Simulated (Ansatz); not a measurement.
Write the native input for Ansatz 0.2.0 that does the following.

* Task: relaxation of cell and atoms
* Functional: PBEsol
* Potentials or basis: Ansatz PAW
* Cutoff: 420 eV (not typed: the program's choice for these potentials)
* k mesh: 6 × 6 × 3
* Occupations: fermi-dirac, width 0.05 eV
* Spin: no spin polarisation

The system is TiO2.

```
Ti O
1.0
     6.15358   -1.88347    0.00000
     6.15358    1.88347    0.00000
    -1.92833    0.00000    6.32897
Ti O
4 8
Direct
  0.90007 0.90007 0.28960
  0.19529 0.19529 0.28376
  0.09993 0.09993 0.71040
  0.80471 0.80471 0.71624
  0.36193 0.36193 0.29340
  0.26349 0.26349 0.65250
  0.86719 0.86719 0.99529
  0.73651 0.73651 0.34750
  0.94165 0.94165 0.63002
  0.13281 0.13281 0.00471
  0.63807 0.63807 0.70660
  0.05835 0.05835 0.36998
```

The cell comes from a database or a generator and needn't be the stable form of this composition.

The input as run:

input.yaml

```yaml
crystal:
  lattice:
    - [6.1535771931, -1.8834685, 0.0]
    - [6.1535771931, 1.8834685, 0.0]
    - [-1.9283261078, 0.0, 6.3289668713]
  atoms:
    - { symbol: Ti, position: [0.900071, 0.900071, 0.289602] }
    - { symbol: Ti, position: [0.195286, 0.195286, 0.283762] }
    - { symbol: Ti, position: [0.099929, 0.099929, 0.710398] }
    - { symbol: Ti, position: [0.804714, 0.804714, 0.716238] }
    - { symbol: O, position: [0.361931, 0.361931, 0.293397] }
    - { symbol: O, position: [0.2634885, 0.2634885, 0.6525] }
    - { symbol: O, position: [0.8671885, 0.8671885, 0.995291] }
    - { symbol: O, position: [0.7365115, 0.7365115, 0.3475] }
    - { symbol: O, position: [0.9416475, 0.9416475, 0.630021] }
    - { symbol: O, position: [0.1328115, 0.1328115, 0.004709] }
    - { symbol: O, position: [0.638069, 0.638069, 0.706603] }
    - { symbol: O, position: [0.0583525, 0.0583525, 0.369979] }
hamiltonian:
  xc: pbesol
  pseudopotentials: { kind: paw }
kpoints:
  mp_grid: { grid: [6, 6, 3] }
scf:
  occupations: { method: fermi_dirac, width: 0.05 }
output:
  forces: true
  stress: true
  eigenvalues: true
  write_density: true
  write_potential: true
  elf: true
  volumetric_format: npy
relax:
  f_tol: 0.01
  max_steps: 40
  cell: { stress_tol: 0.05 }
```

Potentials or basis: Ansatz PAW.

Command:

```bash
$ ansatz run input.yaml --threads 4 --pin off --max-ram 11264MiB --backend cpu --events-out ev --progress --plain --runs-dir out
```

Results of the run:

| Property | Result |
| --- | --- |
| Relaxed volume | 11.81 Å³/atom |
| Relaxed cell | a = 6.359 Å, b = 6.359 Å, c = 6.533 Å, α = 106.19°, β = 106.19°, γ = 34.11° |
| Space group after relaxing (to 0.05 Å) | C2/m (No. 12) |
| Energy gained by relaxing | 9.1 meV/atom |
| Ionic steps | 9 |
| Pressure after relaxing | 0.0 GPa |
| Band gap on the k mesh | 2.85 eV, indirect (least direct gap 3.01 eV) |

Caveat: odd divisions of the mesh miss points on the zone boundary, where band edges often lie, so the gap on the mesh can be too wide; the plane-wave basis is chosen anew once the cell has moved, so the energies of steps on either side of that aren't comparable; the pressure holds a Pulay correction of +0.7 GPa for the finite cutoff; the PAW data sets come from PBE, with cores solved anew for the run's functional, which leaves a small shift of forces and pressure.

It took 66 s on 4 threads of Arm Neoverse V1, on a shared host, peak memory 0.7 GiB.
